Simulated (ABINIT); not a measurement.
The system is Cu.

```xyz
1
Lattice="0.0000 1.8075 1.8075 1.8075 0.0000 1.8075 1.8075 1.8075 0.0000" Properties=species:S:1:pos:R:3 pbc="T T T"
Cu    0.0000    0.0000    0.0000
```

Base run:

```yaml
Program: ABINIT 10.8.3 (patched build)
Functional: PBEsol
Potentials_or_basis: PseudoDojo NC SR PBEsol v0.4.1 standard
Cutoff: 1143 eV
k_mesh: 10 × 10 × 10
Occupations: fermi-dirac, width 0.05 eV
Spin: no spin polarisation
```

Its results: band gap on the k mesh none (metal or under the smearing width); pressure -8.6 GPa.

**Question.** The run is repeated on the same cell with these changes: potentials or basis from PseudoDojo NC SR PBEsol v0.4.1 standard to PseudoDojo NC SR PBEsol v0.4 stringent; cutoff from 1143 eV to 1306 eV. What comes out?

**Answer.** Band gap on the k mesh none (metal or under the smearing width); pressure -8.1 GPa.

Not every run made on this cell is shown here.
